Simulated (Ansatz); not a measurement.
PbF2 (Fluorocronite) under changes of volume

One of the cells (17.354 Å³/atom); the others are scaled copies at fixed shape and fractional positions:

```
CELL_PARAMETERS angstrom
0.00000 2.96366 2.96366
2.96366 0.00000 2.96366
2.96366 2.96366 0.00000
ATOMIC_POSITIONS crystal
Pb 0.00000 0.00000 0.00000
F 0.75000 0.75000 0.75000
F 0.25000 0.25000 0.25000
```

* Program: Ansatz 0.2.0
* Functional: PBEsol
* Potentials or basis: all-electron LAPW, scalar-relativistic
* Cutoff: 240 eV (chosen from the basis error)
* Basis error allowed: 0.002 eV/atom
* k mesh: 8 × 8 × 8
* Occupations: fermi-dirac, width 0.05 eV
* Spin: no spin polarisation

```csv
volume (Å³/atom),energy over the lowest point (meV/atom),pressure (GPa),gap on the mesh (eV)
16.313,9.42,4.1,4.28
16.660,2.76,2.1,4.29
17.007,0.00,0.4,4.30
17.354,0.71,-1.1,4.30
17.701,4.46,-2.4,4.31
18.048,10.99,-3.6,4.31
18.395,?,?,?
```

Question: What does the run at 18.395 Å³/atom give?

Answer: Energy over the lowest point 19.97 meV/atom; pressure -4.7 GPa; gap on the mesh 4.30 eV.

Worked out: A Birch-Murnaghan fit of order 3 (a polynomial in V^(-2/3)) to the other rows has its minimum at 17.11 Å³/atom with B0 = V·E''(V) = 76 GPa and B' = 4.8. It gives 19.94 meV/atom at 18.395 Å³/atom, against the run's 19.97, and -dE/dV = -4.7 GPa, against -4.7. A straight line through the other rows of the gap, of slope 0.298 eV per unit of ln V, extrapolates to 4.32 eV, against the run's 4.30.

Energies are extrapolated to zero smearing.

Caveats: spin-orbit coupling is left out, which as a rule narrows the gap of such compounds by several tenths of an eV.

A mesh can miss the band edges.
